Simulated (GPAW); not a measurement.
A run of GPAW 26.7.0 is set up as follows.

File run.py:

```python
from ase.calculators.mixing import SumCalculator
from ase.filters import FrechetCellFilter
from ase.io import read, write
from ase.optimize import FIRE
from dftd4.ase import DFTD4
from gpaw import GPAW, PW, setup_paths

setup_paths.insert(0, '.')

atoms = read('PtSe2.cif')

calc = GPAW(mode=PW(600),
            xc='BLYP',
            kpts={'size': (6, 6, 4), 'gamma': True},
            occupations={'name': 'fermi-dirac', 'width': 0.05},
            nbands=26,
            convergence={'density': 1e-05, 'energy': 1e-05},
            eigensolver='davidson',
            maxiter=150,
            txt='gpaw.txt')
atoms.calc = SumCalculator([calc, DFTD4(method='blyp')])
opt = FIRE(FrechetCellFilter(atoms), trajectory='relax.traj', logfile='-')
done = opt.run(fmax=0.02, steps=100)
calc.write('gs.gpw')
write('result.traj', atoms)
print('Converged:', done)
print('Cell:', atoms.cell.cellpar().round(4))
print('Volume:', round(atoms.get_volume(), 4))
print(atoms.get_scaled_positions().round(5))
```

Contents of PtSe2.cif:

```cif
data_PtSe2
_cell_length_a 3.72400000
_cell_length_b 3.72400000
_cell_length_c 5.06200000
_cell_angle_alpha 90.00000000
_cell_angle_beta 90.00000000
_cell_angle_gamma 120.00000000
_space_group_name_H-M_alt 'P-3m1'
_space_group_name_Hall '-P 3 2"'
_space_group_IT_number 164
loop_
_space_group_symop_operation_xyz
'x,y,z'
'-x,-y,-z'
'-y,x-y,z'
'y,-x+y,-z'
'-x+y,-x,z'
'x-y,x,-z'
'y,x,-z'
'-y,-x,z'
'x-y,-y,-z'
'-x+y,y,z'
'-x,-x+y,-z'
'x,x-y,z'
loop_
_atom_site_label
_atom_site_type_symbol
_atom_site_symmetry_multiplicity
_atom_site_Wyckoff_symbol
_atom_site_fract_x
_atom_site_fract_y
_atom_site_fract_z
_atom_site_occupancy
Pt1 Pt 1 a 0.0000000000 0.0000000000 0.0000000000 1
Se1 Se 2 d 0.6666666667 0.3333333333 0.7500000000 1
```

Potentials or basis: PAW data sets generated in the run's folder for this functional, pw.

Launch:

```bash
$ gpaw-setup -f BLYP Pt Se
$ OMP_NUM_THREADS=1 python run.py
```

(1) Predict the space group after relaxing (to 0.05 Å).

(2) Estimate the relaxed volume.

Answers

(1) P-3m1 (No. 164).

(2) 20.32 Å³/atom.

Caveat: later steps reuse the first step's grids; pairwise dispersion overbinds metals, which lowers pressure and volume.
